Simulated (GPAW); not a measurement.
## Sn: single point with PBE

Crystal: Sn.

```
CELL_PARAMETERS angstrom
0.00000 3.23334 3.23334
3.23334 0.00000 3.23334
3.23334 3.23334 0.00000
ATOMIC_POSITIONS crystal
Sn 0.75000 0.75000 0.75000
Sn 0.50000 0.50000 0.50000
```

This isn't the form of Sn at room conditions, which is tetragonal (white tin).

| Item | Value |
| --- | --- |
| Program | GPAW 26.7.0 |
| Task | single point |
| Functional | PBE |
| Potentials or basis | GPAW PAW data sets (gpaw-data 1.2.1) |
| Cutoff | 600 eV |
| Basis | pw |
| k mesh | 7 × 7 × 7 |
| Occupations | gaussian, width 0.02 eV |
| Spin | no spin polarisation |
| Maxiter | 150 |

| Item | Value |
| --- | --- |
| Pressure | 3.5 GPa |
| Band gap on the k mesh | none (metal or under the smearing width) |

Levels at points of the mesh, in eV from the Fermi level:
| k point | band 10 | band 11 | band 12 | band 13 | band 14 | band 15 | band 16 | band 17 | band 18 | band 19 |
| --- | --- | --- | --- | --- | --- | --- | --- | --- | --- | --- |
| (0.00, 0.00, 0.00) | -21.36 | -10.71 | -0.59 | 0.03 | 0.03 | 0.03 | 2.11 | 2.11 | 2.11 | 5.00 |

Run time: 17 s on 1 thread of Arm Neoverse V2, with other jobs on the host, peak memory 0.17 GiB.
